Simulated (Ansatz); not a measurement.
Runs of Ansatz 0.2.0 on TiCo. Symmetry: Pm-3m, No. 221, cubic system. Conventional cell: a = 2.986 Å, b = 2.986 Å, c = 2.986 Å, α = 90.00°, β = 90.00°, γ = 90.00°. Around Co (site symmetry m-3m) lie 8 Ti at 2.59 Å. Ti (site symmetry m-3m) is surrounded by 8 Co at 2.59 Å. The cell comes from a database or a generator and needn't be the stable form of this composition.

```tsv
task	level	potentials or basis	cell	cutoff (eV)	smearing	basis error allowed	pressure (GPa)	moment (μB)	relaxed volume (Å³/atom)
relaxation of cell and atoms	revPBE+D4	all-electron LAPW, scalar-relativistic	relaxed	-	fermi-dirac 0.05 eV	0.001 eV/atom	0.0	(b)	13.06
band structure	PBEsol	all-electron PAW datasets made for the crystal	as given	280	fermi-dirac 0.05 eV	-	(c)	0.73	-
single point	PBE	all-electron LAPW, scalar-relativistic	as given	279	gaussian 0.02 eV	0.001 eV/atom	-0.5	0.84	-
relaxation of cell and atoms	BLYP+D4	all-electron LAPW, scalar-relativistic	relaxed	-	fermi-dirac 0.05 eV	0.001 eV/atom	0.0	(a)	13.12
```

Alike in all rows: spin collinear, ferromagnetic start; k mesh 9 × 9 × 9.

Q: Fill in the values left out.

A: (a) 0.77; (b) 0.83; (c) -8.1.

Not every run made on this cell is shown here.
